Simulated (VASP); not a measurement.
Input of a VASP 6.6.1 run:

Contents of INCAR:

```
PREC = Accurate
ENCUT = 520
EDIFF = 1E-7
ISMEAR = -1
SIGMA = 0.05
LREAL = F
LASPH = T
NELM = 100
ALGO = Normal
ISIF = 2
LWAVE = F
LCHARG = F
LMAXMIX = 4
GGA = PS
```

KPOINTS

```
regular mesh
0
Gamma
  12 12 12
```

The input POSCAR:

```
W
1.0
   -1.5823450000      1.5823450000      1.5823450000
    1.5823450000     -1.5823450000      1.5823450000
    1.5823450000      1.5823450000     -1.5823450000
W
1
Direct
    0.0000000000      0.0000000000      0.0000000000
```

File KPOINTS_OPT:

```
path GHNGPH,PN
20
line-mode
reciprocal
 0.0000000000  0.0000000000  0.0000000000  G
 0.5000000000 -0.5000000000  0.5000000000  H

 0.5000000000 -0.5000000000  0.5000000000  H
 0.0000000000  0.0000000000  0.5000000000  N

 0.0000000000  0.0000000000  0.5000000000  N
 0.0000000000  0.0000000000  0.0000000000  G

 0.0000000000  0.0000000000  0.0000000000  G
 0.2500000000  0.2500000000  0.2500000000  P

 0.2500000000  0.2500000000  0.2500000000  P
 0.5000000000 -0.5000000000  0.5000000000  H

 0.2500000000  0.2500000000  0.2500000000  P
 0.0000000000  0.0000000000  0.5000000000  N
```

Potentials or basis: VASP PAW PBE potentials, release 64 (W_sv).

Run with:

```bash
$ cat potpaw_PBE.64/W_sv/POTCAR > POTCAR
$ mpirun -np 1 vasp_std > vasp.out
```

Task: Predict the band gap along the path.

Result: None (metal or under the smearing width).

Task: Estimate the pressure.

Result: -2.4 GPa.

Levels at the corners of the path, in eV from the Fermi level:
```
point  band 3  band 4  band 5  band 6  band 7  band 8  band 9  band 10  band 11
    Γ  -37.62  -37.62   -9.57   -1.15   -1.15   -1.15    2.32     2.32    14.63
    H  -38.53  -38.53   -5.77   -5.77    5.27    5.27    5.27     8.34     8.34
    H  -38.53  -38.53   -5.77   -5.77    5.27    5.27    5.27     8.34     8.34
    N  -38.04  -37.63   -6.20   -3.49    0.78    2.22    3.20     6.25    11.16
    N  -38.04  -37.63   -6.20   -3.49    0.78    2.22    3.20     6.25    11.16
    Γ  -37.62  -37.62   -9.57   -1.15   -1.15   -1.15    2.32     2.32    14.63
    Γ  -37.62  -37.62   -9.57   -1.15   -1.15   -1.15    2.32     2.32    14.63
    P  -38.27  -38.27   -2.88   -2.88   -2.88    3.36    3.36     6.66    12.37
    P  -38.27  -38.27   -2.88   -2.88   -2.88    3.36    3.36     6.66    12.37
    H  -38.53  -38.53   -5.77   -5.77    5.27    5.27    5.27     8.34     8.34
    P  -38.27  -38.27   -2.88   -2.88   -2.88    3.36    3.36     6.66    12.37
    N  -38.04  -37.63   -6.20   -3.49    0.78    2.22    3.20     6.25    11.16
```

Caveat: the PAW data sets were made with another functional, which shifts forces and pressure a little; spin-orbit coupling is left out, which moves the levels of the heavy elements.
